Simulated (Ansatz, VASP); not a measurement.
**Se in VASP and in Ansatz**

Contents of INCAR:

```
SYSTEM = Se
  PREC = Accurate
  ENCUT = 520
  EDIFF = 1E-6
  ISMEAR = -1
  SIGMA = 0.1
  LREAL = .False.
  LASPH = .True.
  NELM = 80
  ALGO = Fast
  ISIF = 2
  LWAVE = .False.
  LCHARG = .True.
  GGA = RP
  LELF = .True.
  LVHAR = .True.
  NBANDS = 9
```

File KPOINTS:

```
Automatic mesh
0
Gamma
  12 12 12
  0 0 0
```

The input POSCAR:

```
Se
1.0
    2.8553512794      0.0000000000      0.0000000000
    0.0000000000      2.8553512794      0.0000000000
    0.0000000000      0.0000000000      2.8553512794
Se
1
Direct
    0.0000000000      0.0000000000      0.0000000000
```

Input for Ansatz:

```yaml
crystal:
  lattice:
    - [2.8553512794, 0.0, 0.0]
    - [0.0, 2.8553512794, 0.0]
    - [0.0, 0.0, 2.8553512794]
  atoms:
    - { symbol: Se, position: [0.0, 0.0, 0.0] }
hamiltonian:
  xc: rpbe
  pseudopotentials:
    kind: paw
    azcp:
      Se: "pseudopotentials/Se.paw.azcp"
basis:
  ecutwfc: 420
  fft_grid_basis: typed
kpoints:
  mp_grid: { grid: [12, 12, 12], shift: [0, 0, 0] }
magnetization:
  spin_polarized: false
scf:
  occupations: { method: fermi_dirac, width: 0.1 }
  lower_state_search: "off"
output:
  stress: true
```

Alike in both runs: task single point; functional RPBE; k mesh 12 × 12 × 12; occupations fermi-dirac, width 0.1 eV; no spin polarisation.

|  | VASP | Ansatz |
| --- | --- | --- |
| version | VASP 6.6.1 | Ansatz 0.2.0 |
| potentials or method | VASP PAW PBE potentials, release 64 (Se) | plane waves (420 eV) with PAW, scalar-relativistic |
| plane-wave cutoff (eV) | 520 | 420 |
| valence electrons in the cell | 6 | 16 |

```tsv
	VASP	Ansatz	Ansatz less VASP
pressure (GPa)	0.1	0.1	+0.01
```

With one functional, cell and mesh, what is left measures potentials, basis and numerics. The two sets of potentials don't hold the same shells in valence.

Caveats: the PAW data sets were made with another functional, which shifts forces and pressure a little (VASP).
